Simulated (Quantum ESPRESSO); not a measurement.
Crystal: FeO.

```
Fe O
1.0
     1.51768    0.87623    2.51579
    -1.51768    0.87623    2.51579
     0.00000   -1.75247    2.51579
Fe O
1 1
Direct
  0.00000 0.00000 0.00000
  0.50000 0.50000 0.50000
```

Base run:

| Quantity | Value |
| --- | --- |
| Program | Quantum ESPRESSO 7.5 |
| Functional | PBE |
| Potentials or basis | GBRV 1.5 PBE |
| Cutoff | 762 eV |
| Density cutoff | 6095 eV |
| k mesh | 8 × 8 × 8 |
| Occupations | gaussian, width 0.05 eV |
| Spin | collinear spin, ferromagnetic start |
| Starting moments | [4.0, 0.0] μB |
| Hubbard terms | Fe d U = 1 eV |

Its results: band gap on the k mesh none (metal or under the smearing width); pressure 0.3 GPa; net moment 4.00 μB per cell; site moments Fe +3.49; O +0.30 μB.

Problem. The run is repeated on the same cell with these changes: hubbard terms from Fe d U = 1 eV to Fe d U = 2 eV. What comes out?

Solution. Band gap on the k mesh none (metal or under the smearing width); pressure 2.0 GPa; net moment 4.00 μB per cell; site moments Fe +3.52; O +0.28 μB.

Caveats: a cell with one magnetic atom can't hold antiferromagnetic order, which such compounds often take.
